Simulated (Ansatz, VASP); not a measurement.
# HgTe (Coloradoite) in VASP and in Ansatz

INCAR

```
SYSTEM = HgTe
ALGO = Normal ; EDIFF = 1E-6
EDIFFG = -0.02 ; ENCUT = 580
GGA = PE ; IBRION = 2
ISIF = 3 ; ISMEAR = -1
LASPH = .TRUE. ; LCHARG = .FALSE.
LREAL = .FALSE. ; LWAVE = .FALSE.
NELM = 60 ; NSW = 40
PREC = Accurate ; SIGMA = 0.05
```

File KPOINTS:

```
k-points
0
G
  7 7 7
  0 0 0
```

File POSCAR:

```
HgTe
1.0
    0.0000000000      3.2145000000      3.2145000000
    3.2145000000      0.0000000000      3.2145000000
    3.2145000000      3.2145000000      0.0000000000
Hg Te
1 1
Direct
    0.0000000000      0.0000000000      0.0000000000
    0.7500000000      0.7500000000      0.7500000000
```

The input input.yaml:

```yaml
crystal:
  lattice:
    - [0.0, 3.2145, 3.2145]
    - [3.2145, 0.0, 3.2145]
    - [3.2145, 3.2145, 0.0]
  atoms:
    - { symbol: Hg, position: [0.0, 0.0, 0.0] }
    - { symbol: Te, position: [0.75, 0.75, 0.75] }
hamiltonian:
  xc: pbe
  pseudopotentials: { kind: paw }
kpoints:
  mp_grid: { grid: [7, 7, 7] }
scf:
  occupations: { method: fermi_dirac, width: 0.05 }
output:
  forces: true
  stress: true
relax:
  f_tol: 0.01
  max_steps: 40
  cell: { stress_tol: 0.05 }
```

Alike in both runs: task relaxation of cell and atoms; functional PBE; k mesh 7 × 7 × 7; occupations fermi-dirac, width 0.05 eV; no spin polarisation.

```csv
,VASP,Ansatz
version,VASP 6.6.1,Ansatz 0.2.0
potentials or method,"VASP PAW PBE potentials, release 64 (Hg, Te)",Ansatz PAW
plane-wave cutoff (eV),580,420
valence electrons in the cell,18,36
```

```tsv
	VASP	Ansatz	Ansatz less VASP
relaxed volume (Å³/atom)	36.83	36.79	-0.038
relaxed cell length with the largest relative difference (Å)	4.705	4.703	-0.0016
energy change over the relaxation (meV/atom)	-47	-46	+1.5
```

The two sets of potentials don't hold the same shells in valence.

Caveats: the volume moved by +11 % from the deposited cell, more than functionals usually miss; the plane-wave basis is chosen anew once the cell has moved, so the energies of steps on either side of that aren't comparable (Ansatz). The runs have no spin-orbit coupling, so splittings on Hg, Te are missing. PBE usually gives volumes a little too large and moduli too small.
